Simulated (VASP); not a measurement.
Set up this calculation in VASP 6.6.1, as the native input.

```yaml
Task: relaxation of the atoms
Functional: LDA
Potentials_or_basis: VASP PAW LDA potentials, release 64 (Te, Mo_sv)
Cutoff: 520 eV
k_mesh: 10 × 10 × 3
Occupations: gaussian, width 0.05 eV
Spin: no spin polarisation
Further_INCAR_settings: ALGO = Normal; EDIFF = 1e-06; IBRION = 2; EDIFFG = -0.01; NSW = 60
```

The structure of Te2Mo lies in POSCAR:

```
Te2Mo
1.0
    3.5182000000      0.0000000000      0.0000000000
   -1.7591000000      3.0468505800      0.0000000000
    0.0000000000      0.0000000000     14.4347288000
Te Mo
4 2
Direct
    0.3333333300      0.6666666700      0.6251210100
    0.6666666700      0.3333333300      0.1251210100
    0.3333333300      0.6666666700      0.8748789900
    0.6666666700      0.3333333300      0.3748789900
    0.3333333300      0.6666666700      0.2500000000
    0.6666666700      0.3333333300      0.7500000000
```

The input as run:

INCAR

```
SYSTEM = Te2Mo
  PREC = Accurate
  ENCUT = 520
  EDIFF = 1E-6
  ISMEAR = 0
  SIGMA = 0.05
  LREAL = .FALSE.
  LASPH = .TRUE.
  NELM = 80
  ALGO = Normal
  ISIF = 2
  LWAVE = .FALSE.
  LCHARG = .FALSE.
  IBRION = 2
  NSW = 60
  EDIFFG = -0.01
  KPAR = 2
```

KPOINTS

```
Automatic mesh
0
G
  10 10 3
  0 0 0
```

Potentials or basis: VASP PAW LDA potentials, release 64 (Te, Mo_sv).

Launch:

```bash
$ cat potpaw_LDA.64/Te/POTCAR potpaw_LDA.64/Mo_sv/POTCAR > POTCAR
$ mpirun -np 2 vasp_std > vasp.out
```

It gave:

```yaml
Energy_gained_by_relaxing: 1.1 meV/atom
Ionic_steps: 3
Pressure_after_relaxing: -2.1 GPa
Band_gap_on_the_k_mesh: 0.85 eV, indirect (least direct gap 1.18 eV)
```

Caveat: spin-orbit coupling is left out, which moves the levels of the heavy elements; an odd mesh through Γ misses points on the zone boundary, where band edges often lie.

Wall time 2.2 min on 2 MPI ranks on Intel(R) Xeon(R) Platinum 8259CL CPU @ 2.50GHz (Skylake/Cascade Lake) (shared host), peak memory 0.29 GiB a rank.
